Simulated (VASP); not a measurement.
# Zn: intraband terms of a metal's spectrum

Zn, C2/m (no. 12), 3 atoms in the cell. PBE, independent-particle dielectric function; PAW potentials Zn (PBE set).

## Input

INCAR.step1:
```
SYSTEM = Zn
  EDIFF = 1E-7
  ENCUT = 320
  ISMEAR = 1
  KPAR = 4
  LASPH = .TRUE.
  LCHARG = .TRUE.
  LMAXMIX = 4
  LWAVE = .FALSE.
  PREC = Accurate
  SIGMA = 0.1
```

INCAR.step2:
```
SYSTEM = Zn
  CSHIFT = 0.1
  EDIFF = 1E-6
  ENCUT = 320
  ICHARG = 11
  ISMEAR = 0
  KPAR = 4
  LASPH = .TRUE.
  LCHARG = .FALSE.
  LMAXMIX = 4
  LWAVE = .TRUE.
  NBANDS = 40
  NEDOS = 3000
  OMEGAMAX = 30
  PREC = Accurate
  SIGMA = 0.3
```

INCAR.step3, as INCAR.step2 but for:
```
- LWAVE = .TRUE.
+ ALGO = None
+ ISTART = 1
+ LOPTICS = .TRUE.
+ LWAVE = .FALSE.
+ NELM = 1
```

INCAR.step4, as INCAR.step3 but for:
```
+ WPLASMAI = 0.03
```

INCAR.step5 to INCAR.step6 change the same tag again: WPLASMAI = 0.1, 0.3.

INCAR.step7, as INCAR.step6 but for:
```
- WPLASMAI = 0.3
+ RTIME = 1
```

INCAR.step8, as INCAR.step7 but for:
```
- RTIME = 1
+ RTIME = 5
```

INCAR.step9, as INCAR.step8 but for:
```
- RTIME = 5
+ LNABLA = .TRUE.
```

INCAR.step10, as INCAR.step9 but for:
```
- ISMEAR = 0
- LNABLA = .TRUE.
+ ISMEAR = -5
```

KPOINTS.step1:
```
k-points
0
Gamma
  12 12 4
```

KPOINTS.step2:
```
k-points
0
Gamma
  10 10 3
```

POSCAR:
```
Zn
1.0
    2.2681701736     -1.3084870100      0.0000000000
    2.2681701736      1.3084870100      0.0000000000
   -1.5917165425      0.0000000000      7.3004081919
Zn
3
Direct
    0.7780178600      0.7780178600      0.3345049800
    0.2219821400      0.2219821400      0.6654950200
    0.0000000000      0.0000000000      0.0000000000
```

Commands (each step's output is kept before the next begins):
```
cat potpaw_PBE.64/Zn/POTCAR > POTCAR
cp INCAR.step1 INCAR
cp KPOINTS.step1 KPOINTS
mpirun -np 4 vasp_std > vasp.out
cp INCAR.step2 INCAR
cp KPOINTS.step2 KPOINTS
mpirun -np 4 vasp_std > vasp.out
cp INCAR.step3 INCAR
mpirun -np 4 vasp_std > vasp.out
cp INCAR.step4 INCAR
mpirun -np 4 vasp_std > vasp.out
cp INCAR.step5 INCAR
mpirun -np 4 vasp_std > vasp.out
cp INCAR.step6 INCAR
mpirun -np 4 vasp_std > vasp.out
cp INCAR.step7 INCAR
mpirun -np 4 vasp_std > vasp.out
cp INCAR.step8 INCAR
mpirun -np 4 vasp_std > vasp.out
cp INCAR.step9 INCAR
mpirun -np 4 vasp_std > vasp.out
cp INCAR.step10 INCAR
mpirun -np 4 vasp_std > vasp.out
```

## Result

- Bands: 40

One ground state, settings moved in the last step alone:

| Settings | Plasma frequency (eV) | Im ε at 0.5 eV | Im ε at 1 eV | Im ε at 2 eV | Im ε at 4 eV | Time (s) |
|---|---|---|---|---|---|---|
| interband part alone | 8.05 | 2.2 | 20.8 | 38.3 | 2.8 | 19 |
| Drude term, WPLASMAI 0.03 | 8.05 | 17.7 | 22.7 | 38.6 | 2.8 | 18 |
| Drude term, WPLASMAI 0.1 | 8.05 | 52.0 | 27.2 | 39.1 | 2.9 | 16 |
| Drude term, WPLASMAI 0.3 | 8.05 | 116.5 | 38.6 | 40.7 | 3.1 | 18 |
| relaxation time RTIME 1 fs | 8.05 | 127.0 | 50.5 | 43.1 | 3.4 | 19 |
| relaxation time RTIME 5 fs | 8.05 | 66.0 | 29.2 | 39.4 | 2.9 | 18 |
| transversal form (LNABLA) | 8.14 | 2.3 | 21.3 | 39.2 | 2.8 | 19 |
| tetrahedron method | – | – | – | – | – | no result |

VASP 6.6.1 took 190 s on 4 cores (AMD EPYC 7R43 (Zen 3)), a shared host.
